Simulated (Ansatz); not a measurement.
N2 on a (100) slab of Al (Fm-3m (No. 225)), 4 planes, outer planes Al (top) and Al (bottom), 1 a cell of 31.7 Å², relaxed and still whole (its atoms last):

```yaml
crystal:
  lattice:
    - [5.63242, 0.00000, 0.00000]
    - [0.00000, 5.63242, 0.00000]
    - [0.00000, 0.00000, 24.56519]
  atoms:
    - { symbol: Al, position: [0.25000, 0.25000, 0.32566] }
    - { symbol: Al, position: [0.25000, 0.75000, 0.32566] }
    - { symbol: Al, position: [0.75000, 0.25000, 0.32566] }
    - { symbol: Al, position: [0.75000, 0.75000, 0.32566] }
    - { symbol: Al, position: [0.50000, 0.50000, 0.40673] }
    - { symbol: Al, position: [0.50000, 0.00000, 0.40673] }
    - { symbol: Al, position: [0.00000, 0.50000, 0.40673] }
    - { symbol: Al, position: [0.00000, 0.00000, 0.40673] }
    - { symbol: Al, position: [0.74995, 0.74991, 0.48508] }
    - { symbol: Al, position: [0.74998, 0.24978, 0.48507] }
    - { symbol: Al, position: [0.24993, 0.74992, 0.48507] }
    - { symbol: Al, position: [0.24994, 0.24982, 0.48506] }
    - { symbol: Al, position: [0.99983, 0.99966, 0.56886] }
    - { symbol: Al, position: [0.00019, 0.49960, 0.56864] }
    - { symbol: Al, position: [0.49985, 0.99987, 0.56872] }
    - { symbol: Al, position: [0.49985, 0.49962, 0.56873] }
    - { symbol: N, position: [0.81070, 0.80287, 0.71878] }
    - { symbol: N, position: [0.68067, 0.65711, 0.72172] }
```

The calculation used DFT PBE+D3(BJ), scalar-relativistic, plane waves, PAW in Ansatz. Cutoff 420 eV; k points 4×4×1 on the computed 18-atom cell (Γ-centred); Gaussian smearing, width 0.10 eV; no spin polarisation. A dipole correction removes the field between periodic images along c.

It binds with 0.09 eV a molecule against the clean slab and the free molecule (no zero-point or thermal terms); its shortest contact is N–Al 3.99 Å. Take first-order desorption with no barrier to adsorption, no reaction on the face and an assumed prefactor of 10^13 s⁻¹.

Task: How long does a molecule stay at 473 K?

Result: τ = ν⁻¹·exp(E/k_BT) with k_BT = 0.0408 eV: E/k_BT = 2.2, so τ ≈ 9×10^-13 s. At about one hit a site a second (10⁻⁶ mbar) the coverage is near τ × 1 s⁻¹, so a layer needs more than atmospheric pressure.

Task: Where does its peak lie in a desorption experiment heated at 2 K/s?

Result: The peak obeys E/(k_B·T_p²) = (ν/β)·exp(−E/k_BT_p). Solving gives T_p ≈ 35 K (E/k_BT_p = 29.4). An error of 0.1 eV in E moves it by about 39 K, and larger molecules have larger prefactors, which lowers it.

Task: Is this physisorption or chemisorption?

Result: The tightest contact, N–Al 3.99 Å, is 2.08 times the sum of covalent radii, and deformation and lateral interaction add up to -0.01 eV; under 0.01 e cross the plane between them. This is physisorption.